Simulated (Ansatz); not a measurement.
A relaxation computed with Ansatz, from input to last step.

```yaml
crystal:
  lattice:
    - [3.9966571136, -3.6735761672, -0.0215057142]
    - [3.9966571136, 3.6735761672, -0.0215057142]
    - [-1.4114593056, 0.0, 2.8581982252]
  atoms:
    - { symbol: Bi, position: [0.2527081678, 0.2527081678, 0.1707657155] }
    - { symbol: Bi, position: [0.7472918322, 0.7472918322, 0.8292342845] }
    - { symbol: H, position: [0.3451707731, 0.6548292269, 0.5] }
    - { symbol: H, position: [0.6548292269, 0.3451707731, 0.5] }
basis:
  ecutwfc: 420
kpoints:
  mp_grid: { grid: [8, 8, 12] }
hamiltonian:
  xc: pbe
scf:
  occupations: { method: gaussian, width: 0.1 }
output:
  forces: true
  stress: true
  eigenvalues: true
relax:
  adjacent_minimum: "off"
  f_tol: 0.025
  max_steps: 70
  cell: { stress_tol: 0.12 }
```

```bash
ansatz run input.yaml --threads 2 --pin off --max-ram 5120MiB --backend cpu --events-out ev --progress --plain --runs-dir out
```

Theory: DFT PBE, scalar-relativistic, plane waves, PAW (Ansatz).

Of 12 frames 10 are shown, positions in Å and forces in eV/Å; the SCF threshold varies from step to step. Steps run on the plane waves of an earlier cell, with a Pulay correction in the pressure. The basis is chosen afresh for the last frame, the zero of the energies, and can be on the way; energy and pressure step there, also at an unchanged geometry.

```xyz
4
Lattice="3.9967 -3.6736 -0.0215 3.9967 3.6736 -0.0215 -1.4115 0.0000 2.8582" Properties=species:S:1:pos:R:3:forces:R:3 pbc="T T T" step=1 free_energy_over_end_meV_per_atom=11.69 pressure_GPa=0.16
Bi    1.7789    0.0000    0.4772    0.1280    0.0000    0.0550
Bi    4.8029    0.0000    2.3380   -0.1280    0.0000   -0.0550
H     3.2909    1.1376    1.4076    0.0000   -0.0200    0.0000
H     3.2909   -1.1376    1.4076    0.0000    0.0200    0.0000
4
Lattice="3.9928 -3.6352 -0.1378 3.9928 3.6352 -0.1378 -1.4926 0.0000 2.9904" Properties=species:S:1:pos:R:3:forces:R:3 pbc="T T T" step=2 free_energy_over_end_meV_per_atom=8.73 pressure_GPa=0.05
Bi    1.8092    0.0000    0.4449   -0.3410    0.0000   -0.2570
Bi    4.6837    0.0000    2.2699    0.3410    0.0000    0.2570
H     3.2465    1.1619    1.3574    0.0000    0.0330    0.0000
H     3.2465   -1.1619    1.3574    0.0000   -0.0330    0.0000
4
Lattice="3.9481 -3.5836 -0.1842 3.9481 3.5836 -0.1842 -1.5100 0.0000 2.9859" Properties=species:S:1:pos:R:3:forces:R:3 pbc="T T T" step=3 free_energy_over_end_meV_per_atom=4.54 pressure_GPa=-0.18
Bi    1.7034    0.0000    0.3473    0.1870    0.0000    0.0260
Bi    4.6829    0.0000    2.2703   -0.1870    0.0000   -0.0260
H     3.1932    1.1093    1.3088    0.0000    0.1160    0.0000
H     3.1932   -1.1093    1.3088    0.0000   -0.1160    0.0000
4
Lattice="3.9520 -3.5841 -0.1570 3.9520 3.5841 -0.1570 -1.4920 0.0000 2.9656" Properties=species:S:1:pos:R:3:forces:R:3 pbc="T T T" step=5 free_energy_over_end_meV_per_atom=0.48 pressure_GPa=0.05
Bi    1.7692    0.0000    0.3252   -0.0290    0.0000   -0.0100
Bi    4.6427    0.0000    2.3263    0.0290    0.0000    0.0100
H     3.2060    1.1424    1.3257    0.0000    0.0290    0.0000
H     3.2060   -1.1424    1.3257    0.0000   -0.0290    0.0000
4
Lattice="3.9678 -3.5838 -0.1559 3.9678 3.5838 -0.1559 -1.4969 0.0000 2.9523" Properties=species:S:1:pos:R:3:forces:R:3 pbc="T T T" step=6 free_energy_over_end_meV_per_atom=0.22 pressure_GPa=0.02
Bi    1.7700    0.0000    0.3326    0.0050    0.0000   -0.0030
Bi    4.6688    0.0000    2.3080   -0.0050    0.0000    0.0030
H     3.2194    1.1448    1.3203    0.0000    0.0100    0.0000
H     3.2194   -1.1448    1.3203    0.0000   -0.0100    0.0000
4
Lattice="3.9850 -3.5853 -0.1732 3.9850 3.5853 -0.1732 -1.5154 0.0000 2.9410" Properties=species:S:1:pos:R:3:forces:R:3 pbc="T T T" step=7 free_energy_over_end_meV_per_atom=0.06 pressure_GPa=0.08
Bi    1.7790    0.0000    0.3084    0.0120    0.0000    0.0010
Bi    4.6757    0.0000    2.2861   -0.0120    0.0000   -0.0010
H     3.2273    1.1463    1.2973    0.0000    0.0070    0.0000
H     3.2273   -1.1463    1.2973    0.0000   -0.0070    0.0000
4
Lattice="4.0141 -3.5938 -0.1812 4.0141 3.5938 -0.1812 -1.5314 0.0000 2.9303" Properties=species:S:1:pos:R:3:forces:R:3 pbc="T T T" step=8 free_energy_over_end_meV_per_atom=-0.01 pressure_GPa=-0.03
Bi    1.7975    0.0000    0.2984    0.0170    0.0000    0.0020
Bi    4.6992    0.0000    2.2695   -0.0170    0.0000   -0.0020
H     3.2483    1.1487    1.2839    0.0000   -0.0040    0.0000
H     3.2483   -1.1487    1.2839    0.0000    0.0040    0.0000
4
Lattice="4.0674 -3.6295 -0.2116 4.0674 3.6295 -0.2116 -1.5722 0.0000 2.8987" Properties=species:S:1:pos:R:3:forces:R:3 pbc="T T T" step=10 free_energy_over_end_meV_per_atom=-0.01 pressure_GPa=0.00
Bi    1.8421    0.0000    0.2408    0.0020    0.0000    0.0090
Bi    4.7205    0.0000    2.2347   -0.0020    0.0000   -0.0090
H     3.2813    1.1490    1.2378    0.0000    0.0060    0.0000
H     3.2813   -1.1490    1.2378    0.0000   -0.0060    0.0000
4
Lattice="4.0470 -3.6216 -0.2022 4.0470 3.6216 -0.2022 -1.5582 0.0000 2.9099" Properties=species:S:1:pos:R:3:forces:R:3 pbc="T T T" step=11 free_energy_over_end_meV_per_atom=-0.06 pressure_GPa=0.00
Bi    1.8275    0.0000    0.2615   -0.0060    0.0000   -0.0050
Bi    4.7083    0.0000    2.2440    0.0060    0.0000    0.0050
H     3.2679    1.1525    1.2527    0.0000   -0.0060    0.0000
H     3.2679   -1.1525    1.2527    0.0000    0.0060    0.0000
4
Lattice="4.0470 -3.6216 -0.2022 4.0470 3.6216 -0.2022 -1.5582 0.0000 2.9099" Properties=species:S:1:pos:R:3:forces:R:3 pbc="T T T" step=12 free_energy_over_end_meV_per_atom=0.00 pressure_GPa=0.00
Bi    1.8275    0.0000    0.2615   -0.0060    0.0000   -0.0050
Bi    4.7083    0.0000    2.2440    0.0060    0.0000    0.0050
H     3.2679    1.1525    1.2527    0.0000   -0.0060    0.0000
H     3.2679   -1.1525    1.2527    0.0000    0.0060    0.0000
```

The run took 2.1 min on 2 threads of Arm Neoverse V1, on a shared host, peak memory 0.59 GiB.

Spin–orbit coupling is left out, which can shift energies with elements as heavy as these.